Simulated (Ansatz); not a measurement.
Runs of Ansatz 0.2.0 on BN. It takes space group Fmm2 (No. 42, orthorhombic). Conventional cell: a = 2.503 Å, b = 6.991 Å, c = 4.332 Å, α = 90.00°, β = 90.00°, γ = 90.00°. Around N (site symmetry mm2) lie 3 B at 1.44 Å. Around B (site symmetry mm2) lie 3 N at 1.44 Å. Measurements of this composition are mostly on another form, of space group No. 194.

```csv
task,level,cutoff (eV),points for each segment of the path,gap on the mesh (eV),pressure (GPa),V0 of scaled cells (Å³/atom),B0 (GPa),largest force (eV/Å)
band structure,r2SCAN,500,14,(a),(b),-,-,0.01
equation of state,LDA,420,-,-,-,9.31,239,-
equation of state,r2SCAN,500,-,-,-,(c),237,-
band structure,LDA,420,14,3.71,-4.2,-,-,0.01
band structure,PBEsol,420,14,3.80,0.6,-,-,0.01
```

Alike in all rows: potentials or basis Ansatz PAW; no spin polarisation; cell as given; k mesh 13 × 13 × 13; smearing fermi-dirac 0.05 eV.

**Question.** Estimate the missing entries.

**Answer.** (a) 4.38; (b) -0.5; (c) 9.46.

Caveats: the k mesh misses the band edges, so the gap on the mesh is wider than the one along the path (some runs); the PAW data sets come from PBE, with cores solved anew for the run's functional, which leaves a small shift of forces and pressure (some runs); the cell was scaled at fixed shape and fractional positions, which overstates the stiffness of a crystal with free parameters, most of all of layers and chains (some runs); the PAW data sets were made with another functional, which shifts forces and pressure a little (some runs).

Runs at the PBE level aren't shown here.
